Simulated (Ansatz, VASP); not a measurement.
## Si32C31 (V_C): VASP beside Ansatz

Aim: how closely do two programs agree when they are given the same cell, functional and k mesh? The cell is taken from a series of runs on this material, whose earlier steps may have relaxed, scaled, displaced or heated it; both programs get it as it stands.

Method: plane waves, with VASP 6.6.1 beside it; single point at r2SCAN, in Ansatz 0.2.0.

### 1. Starting point

The cell holds 63 atoms: 32 Si and 31 C. Cell: a = 8.713 Å, b = 8.713 Å, c = 8.713 Å, α = 90.0°, β = 90.0°, γ = 90.0°. It derives from SiC (SiC (F-43m)). Nearest the centre at fractional (0.375, 0.375, 0.375): Si29 at 1.76 Å, Si11 at 1.81 Å, Si8 at 1.82 Å, Si18 at 1.82 Å, C34 at 3.07 Å, C46 at 3.07 Å, C56 at 3.07 Å, C33 at 3.08 Å. The cell carries charge −1.

Structure file:

```cif
data_structure
_symmetry_space_group_name_H-M 'P 1'
_symmetry_Int_Tables_number 1
_cell_length_a 8.7132
_cell_length_b 8.7132
_cell_length_c 8.7132
_cell_angle_alpha 90.000
_cell_angle_beta 90.000
_cell_angle_gamma 90.000
_cell_volume 661.50
loop_
_atom_site_label
_atom_site_type_symbol
_atom_site_fract_x
_atom_site_fract_y
_atom_site_fract_z
_atom_site_occupancy
Si1 Si 0.00108 0.99963 0.00067 1
Si2 Si 0.00202 0.24981 0.25081 1
Si3 Si 0.25126 0.00057 0.25081 1
Si4 Si 0.25128 0.24983 0.00157 1
Si5 Si 0.00146 0.00001 0.50014 1
Si6 Si 0.00098 0.24940 0.75027 1
Si7 Si 0.25085 0.99953 0.75027 1
Si8 Si 0.25636 0.25492 0.49728 1
Si9 Si 0.00145 0.49917 0.00100 1
Si10 Si 0.00095 0.74925 0.25037 1
Si11 Si 0.25647 0.49625 0.25595 1
Si12 Si 0.25084 0.74924 0.00055 1
Si13 Si 0.00080 0.49950 0.50051 1
Si14 Si 0.00058 0.74913 0.75017 1
Si15 Si 0.25090 0.49961 0.74969 1
Si16 Si 0.25090 0.74870 0.50060 1
Si17 Si 0.50062 0.00000 0.00100 1
Si18 Si 0.49770 0.25502 0.25595 1
Si19 Si 0.75070 0.99950 0.25037 1
Si20 Si 0.75069 0.24939 0.00055 1
Si21 Si 0.50095 0.99935 0.50051 1
Si22 Si 0.50106 0.24945 0.74969 1
Si23 Si 0.75057 0.99913 0.75017 1
Si24 Si 0.75014 0.24945 0.50060 1
Si25 Si 0.50097 0.49952 0.00037 1
Si26 Si 0.50107 0.74866 0.25042 1
Si27 Si 0.75011 0.49962 0.25042 1
Si28 Si 0.75058 0.74913 0.00013 1
Si29 Si 0.49246 0.49101 0.49197 1
Si30 Si 0.50027 0.74816 0.74917 1
Si31 Si 0.74961 0.49883 0.74917 1
Si32 Si 0.74958 0.74813 0.49982 1
C33 C 0.12601 0.12456 0.37549 1
C34 C 0.12602 0.37451 0.12559 1
C35 C 0.37596 0.12457 0.12559 1
C36 C 0.12585 0.12440 0.87549 1
C37 C 0.12453 0.37496 0.62601 1
C38 C 0.37640 0.12308 0.62601 1
C39 C 0.37563 0.37418 0.87504 1
C40 C 0.12453 0.62497 0.37595 1
C41 C 0.12585 0.87446 0.12542 1
C42 C 0.37642 0.62497 0.12410 1
C43 C 0.37562 0.87400 0.37517 1
C44 C 0.12550 0.62432 0.87535 1
C45 C 0.12547 0.87433 0.62533 1
C46 C 0.37497 0.62373 0.62476 1
C47 C 0.37611 0.87411 0.87513 1
C48 C 0.62642 0.12308 0.37595 1
C49 C 0.62642 0.37497 0.12410 1
C50 C 0.87591 0.12440 0.12542 1
C51 C 0.87545 0.37417 0.37517 1
C52 C 0.62577 0.12405 0.87535 1
C53 C 0.62518 0.37352 0.62476 1
C54 C 0.87578 0.12402 0.62533 1
C55 C 0.87555 0.37466 0.87513 1
C56 C 0.62517 0.62372 0.37452 1
C57 C 0.62577 0.87431 0.12504 1
C58 C 0.87576 0.62432 0.12504 1
C59 C 0.87554 0.87409 0.37565 1
C60 C 0.62554 0.62410 0.87458 1
C61 C 0.62552 0.87355 0.62510 1
C62 C 0.87499 0.62407 0.62510 1
C63 C 0.87571 0.87426 0.87527 1
```

### 2. Ansatz: single point, r2SCAN

Ansatz runs on its PAW soft_1 files.

With cell and atoms fixed, the geometry can't cause a difference; cores, projectors, grids and the points listed under the comparison can.

Contents of input.yaml:

```yaml
crystal:
  checkpoint: "../qm1_M3.relax.run"
  host: checkpoint
total_charge: -1
basis:
  ecutwfc: 500
  xc_grid: 2
hamiltonian:
  xc: r2scan
  pseudopotentials: { kind: paw, azcp: { folder: soft_1 } }
kpoints:
  mp_grid: { grid: [2, 2, 2], shift: [0.5, 0.5, 0.5] }
magnetization:
  spin_polarized: true
  initial_magnetization: 3
  spin_locking: { lock_magnetization: hard }
scf:
  occupations: { method: fermi_dirac, width: 0.01 }
  max_iter: 80
output:
  forces: true
  eigenvalues: true
  charged_corrections:
    epsilon: 7.06
    static_epsilon: 10.43
    defect_position: [0.375, 0.375, 0.375]
  eigenstates: { localisation: true }
  populations: true
  efg: {}
  band_densities: [{ bands: [v1, v1] }, { bands: [c1, c1] }]
  write_density: true
  write_potential: true
  volumetric_format: npy
checkpoint:
  read: "../qm1_M3.relax.run"
  write: "../qm1_M3.point.run"
  compress: false
  write_wavefunctions: false
  write_every: 100000
```

Run with:

```bash
> ansatz run input.yaml --threads 8 --pin off --max-ram 15073MiB --backend cpu --events-out ev --progress --plain --runs-dir out
```

Numbers of over 12 decimals in the logs are rounded to 6 here.

What it wrote:

```text
Warning: This run holds its total moment fixed (magnetization.spin_locking.lock_magnetization: hard) and mixes its density by anderson or broyden (scf.mixing.algorithm, typed or taken by auto). Slabs with a fixed moment have converged under broyden above another state at the same moment, at the default mixing steps and at smaller ones, and under scf.lower_state_search: standard, light or off a state that such a mixer [...]
crystal.checkpoint: the structure is that of <dir>, a `relax` run, at its step 8: its result, under r2scan at a charge of -1 e; 63 atoms read, 0 with a starting moment; crystal.structure_sha256 for this input is
Engine: ansatz 0.2.0, aarch64-unknown-linux-gnu
Pseudopotentials: kind: paw
Pseudopotential: Si, paw, valence charge 4, recommended cutoff 500 eV (meta_gga), soft_1/Si.paw.azcp
Pseudopotential: C, paw, valence charge 4, recommended cutoff 500 eV (meta_gga), soft_1/C.paw.azcp
Functional definition: r2SCAN
  parameter k0 = 0.174
  parameter k1 = 0.065
  parameter a1 = 4.9479
  exchange = r2scan_x(k0 = k0, k1 = k1, a1 = a1)
  correlation = r2scan_c
Crystal: 63 atoms, lattice volume = 661.501 Å³
Basis set: ecut = 500 eV, 16831 PW (Γ), exchange–correlation on 128×128×128 points (8 copies of the dense FFT grid, shifted against one another)
Bands: 191, of which v1, the nominal top of the filled ones, is band 127 counted from 1 (126 counted from 0)
Symmetry: 1 space group operations
Space group: P1 (ITA 1), of the structure as read, at distance tolerance 8.7e-5 Å
Magnetic group: BNS 1.1 (UNI 1), of the structure as read, at distance tolerance 8.7e-5 Å
k-points: 4 of 8 (time reversal used)
Non-local potential: Si, projectors of the file, l = 0: 2, l = 1: 2, l = 2: 1
Non-local potential: C, projectors of the file, l = 0: 2, l = 1: 2, l = 2: 1
PAW form: soft (Blöchl's): semilocal exchange-correlation on the pseudo side does not see the compensation charge
PAW frozen core: Si, regenerated for the run's functional (the file was generated under x = pbe(κ = 0.804, μ = 0.219515), c = pbe(β = 0.066725))
PAW frozen core: C, regenerated for the run's functional (the file was generated under x = pbe(κ = 0.804, μ = 0.219515), c = pbe(β = 0.066725))
PAW one-centre angular grid: Si, 302 points (default); XC on 160 Gauss nodes
PAW one-centre angular grid: C, 302 points (default); XC on 219 of its mesh's 2255 points in the sphere
Initial density: read from a saved state, or passed on in memory by an earlier SCF of this step, an earlier step, the calling program or the single point that the run made first
Stability of the state it starts from, as read at its close in the collinear treatment: not read, because the mixer in use, unlike msr1, does not test its closes by its own steps (another_mixer); its run was given moments
Starting moments: Σ|m| = 3 μB on 63 of 63 sites; this step starts from the density that it was given
Initial wavefunctions: pseudopotential atomic-orbital guess — the wavefunctions supplied were not used: k-point sampling differs
Functional: x = r2scan, c = r2scan; τ floored in thin density (d = 2e-4 eV/Å³)
iter 1 solved again at ethr=7.83e-6 eV; its pass at ethr=3.10e-3 eV (dr2=1.98e-2 eV) is discarded
SCF iter   1: F=—  HF=-28254.437699 eV  |F-HF|=—  |Δ(HF+E_count)|=         —  Δρ=1.41e-3 (↑1.41e-3 ↓1.27e-3)  dr2=1.97e-2  dr2_τ=2.17e-4  dr2_m=2.82e-3  M=3.000 μB ∫|m|=3.134 μB  β_m=1.20  ethr=7.83e-6  ⟨swp⟩=10.2  Hψ=11677  notcnv=0  defer=17
preconditioner: auto → Resta (q_TF=auto, 2.324 Å⁻¹)  ε∞=4.3  [insulator: Δε(μ)=0.770 eV  Ē_g=12.650 eV  σ=0.010 eV  W_gap=1.00  n_scr=146 (ndim 8)  ℏωp=23.0 eV  f_vac=0.000  D(μ)=0.00/eV (n_scr^D=0)  ε∞_Penn≈4.3]
spin=Collinear: Resta preconditioning applied to the charge; magnetization (m = ρ↑ − ρ↓) channel mixes plain (no charge-response kernel on spin).
SCF iter   2: F=—  HF=-28254.454658 eV  |F-HF|=—  |Δ(HF+E_count)|=   1.70e-2  Δρ=9.19e-4 (↑9.19e-4 ↓8.91e-4)  dr2=1.19e-2  dr2_τ=4.66e-5  dr2_m=1.82e-4  M=3.000 μB ∫|m|=3.130 μB  β_m=1.20  ethr=7.77e-6  ⟨swp⟩=4.2  Hψ=3362  notcnv=0  defer=299  κ⁻¹=1.0e0(r=1)
SCF iter   3: F=—  HF=-28254.457775 eV  |F-HF|=—  |Δ(HF+E_count)|=   3.12e-3  Δρ=4.46e-4 (↑4.08e-4 ↓4.46e-4)  dr2=2.67e-3  dr2_τ=1.22e-5  dr2_m=8.59e-5  M=3.000 μB ∫|m|=3.130 μB  β_m=1.20  ethr=4.70e-6  ⟨swp⟩=2.5  Hψ=2118  notcnv=0  defer=409  κ⁻¹=1.1e-1(r=2)
[...]
k-point 1 ↑: bands = [... 123 lower, 8.8965, 8.9191, 10.5188, 10.9540, 11.0599, 11.8394, 11.8490, 12.1101, ... 60 higher]
  k-point 2 ↑: bands = [... 123 lower, 8.8964, 8.9192, 10.5205, 10.9524, 11.0595, 11.8392, 11.8492, 12.1102, ... 60 higher]
  k-point 3 ↓: bands = [... 123 lower, 8.9464, 8.9678, 11.6327, 11.8554, 11.8697, 12.2862, 12.3439, 12.4223, ... 60 higher]
--- Löwdin populations: 63 sites ---
  site symbol       q [e]    m [muB]
     0     Si      2.9600     0.0017
     1     Si      2.9567    -0.0003
     2     Si      2.9569    -0.0003
     3     Si      2.9570    -0.0004
     4      C      4.9590     0.0491
     5      C      4.9590     0.0492
     6      C      4.9589     0.0492
     7     Si      2.9611     0.0181
     8     Si      2.9615     0.0177
     9     Si      2.9615     0.0177
    10     Si      3.3376     0.4736
    11      C      4.9791     0.0006
    12      C      4.9600     0.0502
    13      C      4.9601     0.0501
    14      C      4.9780    -0.0003
    15     Si      2.9611     0.0181
    16     Si      2.9615     0.0177
    17     Si      3.3378     0.4733
    18     Si      2.9614     0.0177
    19      C      4.9599     0.0503
    20      C      4.9791     0.0006
    21      C      4.9602     0.0502
    22      C      4.9779    -0.0003
    23     Si      2.9548     0.0004
[...]
55     Si      3.3552     0.4588
    56     Si      2.9612     0.0185
    57     Si      2.9612     0.0185
    58     Si      2.9612     0.0185
    59      C      4.9799     0.0012
    60      C      4.9798     0.0012
    61      C      4.9797     0.0012
    62      C      4.9778     0.0014
  spilling = 0.010538 (of n_electrons = 253.000000)
--- Band densities, each state counted as filled ---
  window                                       electrons  max residual (eV)  cut levels
  bands: [v1, v1]                    1.000000 + 1.000000             3.5e-4           1
  bands: [c1, c1]                    1.000000 + 1.000000             3.5e-4           1
```

The column dr2 measures how far the density is from self-consistency, as an energy; F and HF (Harris–Foulkes) agree once it is small.

### 3. VASP: single point, r2SCAN

The same cell, functional, mesh and smearing now go to VASP, with its own data sets.

Lines of VASP's logs that name or quote its potential files are left out, and so is its time.

Contents of INCAR:

```
SYSTEM = Si32C31
PREC = Accurate
ENCUT = 580
EDIFF = 1E-06
NELM = 200
ISMEAR = -1
SIGMA = 0.01
LREAL = Auto
ALGO = Normal
METAGGA = R2SCAN
LASPH = .TRUE.
NELECT = 253
NBANDS = 176
ISPIN = 2
MAGMOM = 0 0 0 0 0.01 0.01 0.01 0.11 0.01 0.01 0.11 0.01 0 0 0 0 0.01 0.11 0.01 0.01 0 0 0 0 0 0 0 0 0.11 0.01 0.01 0.01 0.04 0.04 0.04 -0 0.04 0.04 -0 0.04 -0 0.04 -0 0 0 0.04 0.03 0.04 0.04 -0 -0 0 0.04 0 0.03 0.04 0 0 0.03 0 0 0 0
LORBIT = 11
LWAVE = .FALSE.
LCHARG = .FALSE.
ISIF = 2
ISYM = 0
NUPDOWN = 3
GGA_COMPAT = .FALSE.
LMIXTAU = .TRUE.
KPAR = 4
```

Contents of POSCAR:

```
Si32C31
1.0
    8.7131849710      0.0000000000      0.0000000000
    0.0000000000      0.0000000000     -8.7131849710
    0.0000000000      8.7131849710      0.0000000000
Si C
32 31
Direct
    0.0010803649      0.9996318038      0.0006714488
    0.0020210893      0.2498098916      0.2508099216
    0.2512584527      0.0005725282      0.2508099216
    0.2512775688      0.2498290077      0.0015688783
    0.0014575985      0.0000090374      0.5001437964
    0.0009751135      0.2494013553      0.7502704422
    0.2508499164      0.9995265524      0.7502704422
    0.2563641075      0.2549155464      0.4972809352
    0.0014525791      0.4991727906      0.0010039906
    0.0009534380      0.7492544413      0.2503664348
    0.2564707204      0.4962513972      0.2559508352
    0.2508429285      0.7492435815      0.0005483511
    0.0008031269      0.4995004624      0.5005087252
    0.0005757588      0.7491251531      0.7501662298
    0.2508969914      0.4996128647      0.7496873690
    0.2508988202      0.7486956291      0.5006030204
    0.5006213517      0.0000040180      0.0010039906
    0.4976999583      0.2550221593      0.2559508352
    0.7507030024      0.9995048768      0.2503664348
    0.7506921426      0.2493943674      0.0005483511
    0.5009490234      0.9993545658      0.5005087252
    0.5010614258      0.2494484303      0.7496873690
    0.7505737142      0.9991271978      0.7501662298
    0.7501441902      0.2494502591      0.5006030204
    0.5009732120      0.4995246509      0.0003694347
    0.5010681006      0.7486602949      0.2504158643
    0.7501088560      0.4996195396      0.2504158643
    0.7505810454      0.7491324843      0.0001339843
    0.4924596401      0.4910110790      0.4919663936
    0.5002737749      0.7481565150      0.7491724606
    0.7496050761      0.4988252138      0.7491724606
    0.7495831386      0.7481345775      0.4998157077
    0.1260093535      0.1245607924      0.3754884935
    0.1260204961      0.3745083570      0.1255870470
    0.3759569181      0.1245719350      0.1255870470
    0.1258480376      0.1243994765      0.8754865671
    0.1245272162      0.3749561483      0.6260081090
    0.3764047094      0.1230786550      0.6260081090
    0.3756297192      0.3741811581      0.8750410600
    0.1245284474      0.6249712424      0.3759524311
    0.1258468764      0.8744590789      0.1254213120
    0.3764174345      0.6249666702      0.1241038641
    0.3756176270      0.8740026299      0.3751667438
    0.1254978835      0.6243175300      0.8753544241
    0.1254709745      0.8743288872      0.6253317528
    0.3749716562      0.6237304883      0.6247572998
    0.3761123026      0.8741059206      0.8751292794
    0.6264198035      0.1230798863      0.3759524311
    0.6264152312      0.3749688734      0.1241038641
    0.8759076400      0.1243983152      0.1254213120
    0.8754511910      0.3741690659      0.3751667438
    0.6257660912      0.1240493224      0.8753544241
    0.6251790494      0.3735230951      0.6247572998
    0.8757774484      0.1240224134      0.6253317528
    0.8755544817      0.3746637414      0.8751292794
    0.6251694194      0.6237208582      0.3745213606
    0.6257698054      0.8743127518      0.1250394607
    0.8757613128      0.6243212442      0.1250394607
    0.8755385323      0.8740899712      0.3756457903
    0.6255446155      0.6240960544      0.8745780715
    0.6255227412      0.8735457432      0.6250964277
    0.8749943043      0.6240741801      0.6250964277
    0.8757061772      0.8742576161      0.8752748161
```

Contents of KPOINTS:

```
Points of the shifted mesh
8
Reciprocal
 0.2500000000  0.2500000000  0.2500000000 1
 0.2500000000  0.2500000000  0.7500000000 1
 0.2500000000  0.7500000000  0.2500000000 1
 0.2500000000  0.7500000000  0.7500000000 1
 0.7500000000  0.2500000000  0.2500000000 1
 0.7500000000  0.2500000000  0.7500000000 1
 0.7500000000  0.7500000000  0.2500000000 1
 0.7500000000  0.7500000000  0.7500000000 1
```

The projector-augmented-wave data sets are Si and C (PBE family, release 64).

Run with:

```bash
> mpirun -np 8 vasp_std
```

What it wrote:

```text
[banner, memory and clock lines left out]
running    8 mpi-ranks, on    1 nodes
[...]
|                                                                             |
|           W    W    AA    RRRRR   N    N  II  N    N   GGGG   !!!           |
|           W    W   A  A   R    R  NN   N  II  NN   N  G    G  !!!           |
|           W    W  A    A  R    R  N N  N  II  N N  N  G       !!!           |
|           W WW W  AAAAAA  RRRRR   N  N N  II  N  N N  G  GGG   !            |
|           WW  WW  A    A  R   R   N   NN  II  N   NN  G    G                |
|           W    W  A    A  R    R  N    N  II  N    N   GGGG   !!!           |
|                                                                             |
|     For optimal performance we recommend to set                             |
|       NCORE = 2 up to number-of-cores-per-socket                            |
|     NCORE specifies how many cores store one orbital (NPAR=cpu/NCORE).      |
|     This setting can greatly improve the performance of VASP for DFT.       |
[...]
DAV:   5    -0.687379359296E+03   -0.55975E-01   -0.55909E-01  6848   0.152E+00BRMIX: very serious problems
 the old and the new charge density differ
 old charge density:   252.00000 new  253.00000
BRMIX: very serious problems
 the old and the new charge density differ
 old charge density:   252.00000 new  253.00000
BRMIX: very serious problems
 the old and the new charge density differ
 old charge density:   252.00000 new  253.00000
BRMIX: very serious problems
 the old and the new charge density differ
 old charge density:   252.00000 new  253.00000
    0.511E+01
DAV:   6    -0.619807978865E+03    0.67571E+02   -0.17333E+02  6480   0.234E+01    0.290E+01
DAV:   7    -0.588029490820E+03    0.31778E+02   -0.13277E+01  6248   0.844E+00    0.121E+01
DAV:   8    -0.589926998723E+03   -0.18975E+01   -0.11582E+01  6360   0.835E+00    0.648E+00
DAV:   9    -0.592515184926E+03   -0.25882E+01   -0.33722E+00  6152   0.536E+00    0.266E+00
[...]
DAV:  18    -0.593449740805E+03   -0.47866E-04   -0.31838E-05  6592   0.124E-02    0.420E-03
DAV:  19    -0.593449748829E+03   -0.80242E-05   -0.66021E-06  6144   0.783E-03    0.332E-03
DAV:  20    -0.593449748760E+03    0.68896E-07   -0.64926E-07  3584   0.182E-03
   1 F= -.59344975E+03 E0= -.59344975E+03  d E =-.838273E-11  mag=     3.0000
```

Parts of OUTCAR (step 3):

```text
  FREE ENERGIE OF THE ION-ELECTRON SYSTEM (eV)
  ---------------------------------------------------
  free  energy   TOTEN  =      -593.4497487603 eV

  energy  without entropy=     -593.4497487603  energy(sigma->0) =     -593.44974876

 magnetization (x)
# of ion       s       p       d       tot
------------------------------------------
    1        0.000  -0.000   0.000  -0.000
    2        0.001  -0.000   0.000   0.001
    3        0.001  -0.000   0.000   0.001
    4        0.001  -0.000   0.000   0.001
    5        0.003   0.007   0.000   0.010
    6        0.003   0.007   0.000   0.010
    7        0.003   0.007   0.000   0.010
    8        0.054   0.127   0.000   0.181
    9        0.003   0.007   0.000   0.010
   10        0.003   0.007   0.000   0.010
   11        0.054   0.127   0.000   0.181
   12        0.003   0.007   0.000   0.010
   13        0.001  -0.000   0.000   0.001
[...]
--------------------------------------------------
tot          0.368   0.970   0.000   1.338
```

The cell is charged against a uniform background.

The run ends at a pressure of 2.09 GPa, with forces up to 0.13 eV/Å.

### 4. Differences

Known differences besides the potentials themselves: VASP starts from the moments at which Ansatz ended; VASP keeps PBE cores, Ansatz makes them for the functional; the cutoff is 500 eV in Ansatz and 580 eV in VASP (PREC = Accurate, projectors in real space); site moments are counted in spheres of each program's own size. Total energies have different zeros and are not compared.

Both answers:

```
                             quantity  Ansatz  VASP  difference
total moment, fixed by the input (μB)    3.00  3.00        0.00
                   moment on Si8 (μB)    0.11  0.18       -0.07
                  moment on Si11 (μB)    0.11  0.18       -0.07
                  moment on Si18 (μB)    0.11  0.18       -0.07
                  moment on Si29 (μB)    0.11  0.17       -0.06
```

Forces on 8 of the 63 atoms, those with the largest forces and the largest differences (eV/Å; atoms numbered as in POSCAR):

```
atom          Ansatz x, y, z            VASP x, y, z
 Si8   -0.019, -0.120, 0.012   -0.022, -0.118, 0.022
 Si9  -0.041, -0.035, -0.009  -0.032, -0.029, -0.003
Si11   -0.027, -0.010, 0.121   -0.031, -0.018, 0.121
Si16   -0.080, -0.063, 0.034   -0.080, -0.064, 0.033
Si18   -0.125, -0.015, 0.024   -0.121, -0.020, 0.033
Si22   -0.069, -0.022, 0.071   -0.066, -0.029, 0.076
Si24   -0.031, -0.064, 0.078   -0.033, -0.063, 0.082
Si29    0.061, 0.073, -0.067    0.069, 0.080, -0.071
```

The forces differ by 3.4 meV/Å r.m.s., which is 8.2 % of the r.m.s. force of 0.041 eV/Å (both taken over all components). The cell carries a charge of -1 e against a uniform background, so its pressure also hangs on how the neutralising background is counted, and in a defect's cell a gap may be the spacing between its levels.

### 5. Outcome

| Item | Value |
| --- | --- |
| r.m.s. force difference (single point, r2SCAN) | 3.4 meV/Å |

What this shows: The r.m.s. force difference is 3.4 meV/Å (single point, r2SCAN), within the 12 meV/Å picked in this series as the mark of a large difference. Such differences can come from data sets, numerical settings and the points named under the comparisons, not from the functional's error against experiment.

[Lines on the potential files, build, host, timing and source positions are cut from VASP's logs without a mark.]

[Logs are printed without paths, hosts, clocks, repeated set-up lines and the standing remarks that a program may print on its own settings, such as how far it seeks lower states.]

[Hosts, paths, dates, database ids (printed as entryN), source tags and the programs' standing remarks are cut or masked in the printed files.]
